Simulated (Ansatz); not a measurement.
**Chromium, dhcp under revPBE: from relaxation to bulk modulus**

What does revPBE give for chromium in the dhcp structure? We relax it, solve it on a dense k-mesh, then scale the cell to 7 volumes from 88 to 112 % of the relaxed one and try a fit of the equation of state. The start is antiferromagnetic (alternate layers). The k-meshes are 14×14×4 for the relaxation; 19×19×5 for the dense run; 16×16×4 for the volumes.

Method: DFT revPBE, plane waves (420 eV) with PAW, scalar-relativistic; PAW files made under PBE, frozen cores solved again for the functional, in Ansatz 0.2.0.

## (1) Starting point

Symmetry: P6_3/mmc, No. 194, hexagonal system. Conventional cell: a = 2.569 Å, b = 2.569 Å, c = 8.391 Å, α = 90.00°, β = 90.00°, γ = 120.00°. Cr (site symmetry -3m) is surrounded by 12 Cr at 2.57 Å. Around Cr (site symmetry -6m2) lie 12 Cr at 2.57 Å.

As a file:

```
Cr
1.0
     2.56926    0.00000    0.00000
    -1.28463    2.22504    0.00000
     0.00000    0.00000    8.39120
Cr
4
Cartesian
  0.0000 0.0000 0.0000
  0.0000 0.0000 4.1956
  0.0000 1.4834 2.0978
  1.2846 0.7417 6.2934
```

The atoms start with moments of +1.5 ×2, -1.5 ×2 μB.

## (2) Relaxing cell and atoms

File input.yaml:

```yaml
crystal:
  lattice:
    - [2.569259227, 0.0, 0.0]
    - [-1.2846296135, 2.2250437595, 0.0]
    - [0.0, 0.0, 8.3912006354]
  atoms:
    - { symbol: Cr, position: [0.0, 0.0, 0.0], spin: 1.5 }
    - { symbol: Cr, position: [0.0, 0.0, 0.5], spin: 1.5 }
    - { symbol: Cr, position: [0.3333333333, 0.6666666667, 0.25], spin: -1.5 }
    - { symbol: Cr, position: [0.6666666667, 0.3333333333, 0.75], spin: -1.5 }
hamiltonian:
  xc: revpbe
  pseudopotentials:
    kind: paw
    azcp:
      Cr: "pseudopotentials/Cr.paw.azcp"
basis:
  ecutwfc: 420
  fft_grid_basis: typed
kpoints:
  mp_grid: { grid: [14, 14, 4], shift: [0, 0, 0] }
magnetization:
  spin_polarized: true
scf:
  occupations: { method: fermi_dirac, width: 0.05 }
relax:
  max_steps: 60
  f_tol: 0.01
  cell: {}
```

The runs that follow: Dense single point; Volume × 0.88; Volume × 0.92; Volume × 0.96; Volume × 1.0; Volume × 1.04; Volume × 1.08; Volume × 1.12.

What does the calculation give? Wanted: space group; conventional cell; volume; shortest distance; gap on the mesh; magnetic state; relative to bcc, antiferromagnetic; V₀, B₀, B₀′.

**Answer**, as computed:

| quantity | value |
| --- | --- |
| space group (spins left aside) | P6_3/mmc (No. 194) |
| conventional cell | a = 2.510 Å, c = 8.862 Å (c/a = 3.531) |
| volume | 12.083 Å³/atom |
| shortest distance | 2.510 Å |
| gap on the mesh | none (levels filled in part) |
| magnetic state | non-magnetic |
| relative to bcc, antiferromagnetic | +417 meV/atom |
| V₀, B₀, B₀′ | 12.080 Å³/atom, 227 GPa, 4.1 |

In words: The relaxation enlarged the cell by 0.8 % in volume. Against the reference form of chromium (bcc, antiferromagnetic, computed apart with the same settings) it stands 417 meV/atom higher; part of this is magnetic energy, as this run has no moments. The starting moments do not survive. Levels at the Fermi energy are filled in part, as in a metal. The fitted modulus is 227 GPa; letting shape and positions relax at each volume could only lower it. The symmetry was held, so the structure may be unstable against distortions that break it.
